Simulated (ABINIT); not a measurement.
SnO2:

```
CELL_PARAMETERS angstrom
-2.00007 2.00007 5.12368
2.00007 -2.00007 5.12368
2.00007 2.00007 -5.12368
ATOMIC_POSITIONS crystal
Sn 0.00000 0.00000 0.00000
Sn 0.75000 0.25000 0.50000
O 0.54652 0.04652 0.50000
O 0.20348 0.20348 0.00000
O 0.95348 0.45348 0.50000
O 0.79652 0.79652 0.00000
```

Measurements of this composition are mostly on another form, of space group No. 136.

```yaml
Program: ABINIT 10.8.3 (patched build)
Task: relaxation of cell and atoms
Functional: LDA
Potentials_or_basis: JTH PAW LDA v2.0
Cutoff: 626 eV
k_mesh: 5 × 5 × 5
Occupations: fermi-dirac, width 0.05 eV
Spin: no spin polarisation
```

At the start: pressure -4.5 GPa; volume 13.66 Å³/atom.

Problem. Where does the relaxation end?

Solution. Over 10 steps the energy falls by 4.9 meV/atom and the volume is 13.34 Å³/atom (-2.4 %); space group I4_1/amd (No. 141, to 0.05 Å).

The path:
```
step  energy change (eV)  largest force (eV/Å)  pressure (GPa)  volume (Å³)
   1              0.0000                0.2105           -4.46        81.98
   2             -0.0240                0.0855           -1.97        80.87
   3             -0.0294                0.0085            0.03        80.02
   4             -0.0295                0.0010           -0.01        80.03
   5             -0.0296                0.0149           -0.01        80.02
   6             -0.0296                0.0151            0.01        80.01
   7             -0.0296                0.0119            0.05        80.00
   8             -0.0296                0.0062            0.05        80.01
   9             -0.0296                0.0010            0.02        80.04
  10             -0.0297                0.0001            0.00        80.05
```

Final structure:
```
Sn O
1.0
    -1.98288    1.98288    5.08976
     1.98288   -1.98288    5.08976
     1.98288    1.98288   -5.08976
Sn O
2 4
Direct
  0.00000 0.00000 0.00000
  0.75000 0.25000 0.50000
  0.54711 0.04711 0.50000
  0.20289 0.20289 0.00000
  0.95289 0.45289 0.50000
  0.79711 0.79711 0.00000
```

Caveat: the k mesh is coarse (spacing up to 0.44 Å⁻¹), so the values aren't converged; the atomic spheres overlap.
